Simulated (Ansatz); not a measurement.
**Rb under changes of volume**

One of the cells (88.043 Å³/atom); the others are scaled copies at fixed shape and fractional positions:

```xyz
1
Lattice="-2.8025 2.8025 2.8025 2.8025 -2.8025 2.8025 2.8025 2.8025 -2.8025" Properties=species:S:1:pos:R:3 pbc="T T T"
Rb    0.0000    0.0000    0.0000
```

* Program: Ansatz 0.2.0
* Functional: PBE
* Potentials or basis: Ansatz PAW
* Cutoff: 420 eV (not typed: the program's choice for these potentials)
* k mesh: 7 × 7 × 7
* Occupations: fermi-dirac, width 0.05 eV
* Spin: no spin polarisation

```tsv
volume (Å³/atom)	energy over the lowest point (meV/atom)	pressure (GPa)
82.761	?	?
84.522	4.22	0.2
86.283	2.10	0.2
88.043	0.73	0.1
89.804	0.05	0.0
91.565	0.00	0.0
93.326	0.52	-0.1
```

Question: What does the run at 82.761 Å³/atom give?

Answer: Energy over the lowest point 7.18 meV/atom; pressure 0.3 GPa.

Worked out: A Birch-Murnaghan fit of order 3 (a polynomial in V^(-2/3)) to the other rows has its minimum at 90.83 Å³/atom with B0 = V·E''(V) = 2.8 GPa and B' = 3.7. It gives 7.17 meV/atom at 82.761 Å³/atom, against the run's 7.18, and -dE/dV = 0.3 GPa, against 0.3.

Energies are extrapolated to zero smearing.
